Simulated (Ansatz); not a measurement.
Te (bcc type), DFT, PBE, all-electron LAPW, scalar-relativistic (Ansatz 0.2.0), on 1 thread of Arm Neoverse V1 (shared host).

Command: `ansatz run input.yaml --threads 1 --pin off --max-ram 2048MiB --backend cpu --events-out ev --progress --plain --runs-dir out`

```yaml
crystal:
  lattice:
    - [-1.6941560784, 1.6941560784, 1.6941560784]
    - [1.6941560784, -1.6941560784, 1.6941560784]
    - [1.6941560784, 1.6941560784, -1.6941560784]
  atoms:
    - { symbol: Te, position: [0.0, 0.0, 0.0] }
kpoints:
  mp_grid: { grid: [14, 14, 14] }
scf:
  occupations: { method: fermi_dirac, width: 0.05 }
hamiltonian:
  xc: pbe
  pseudopotentials: { kind: all_electron, lapw: { basis_error: 0.001 } }
output:
  forces: true
  stress: true
  eigenvalues: true
  populations: true
```

How large is the problem that the program sets up?

104 irreducible k-points, 141 plane waves at Γ, 16 bands.

About how long does it take?

7.2 s of wall time for 7 SCF iterations. Times on shared machines scatter by tens of per cent.
